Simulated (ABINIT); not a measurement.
Sn:

```
Sn
1.0
    -2.02919    2.02919    1.66076
     2.02919   -2.02919    1.66076
     2.02919    2.02919   -1.66076
Sn
1
Cartesian
  0.0000 0.0000 0.0000
```

This isn't the form of Sn at room conditions, which is tetragonal (white tin).

Base run:

```yaml
Program: ABINIT 10.8.3 (patched build)
Functional: PW91
Potentials_or_basis: JTH PAW PBE v2.0
Cutoff: 707 eV
k_mesh: 10 × 10 × 10
Occupations: fermi-dirac, width 0.05 eV
Spin: no spin polarisation
```

Its results: band gap on the k mesh none (metal or under the smearing width); pressure 0.6 GPa.

Q: After a change of settings the same cell gave: band gap on the k mesh none (metal or under the smearing width); pressure -2.0 GPa. Which change was it?
A. functional from PW91 to WC
B. functional from PW91 to RPBE
C. functional from PW91 to revPBE
D. functional from PW91 to LDA

A: A.

WC binds more tightly than PW91, so the same cell stands under less pressure.

Caveats: the PAW data sets were made with another functional, which shifts forces and pressure a little.
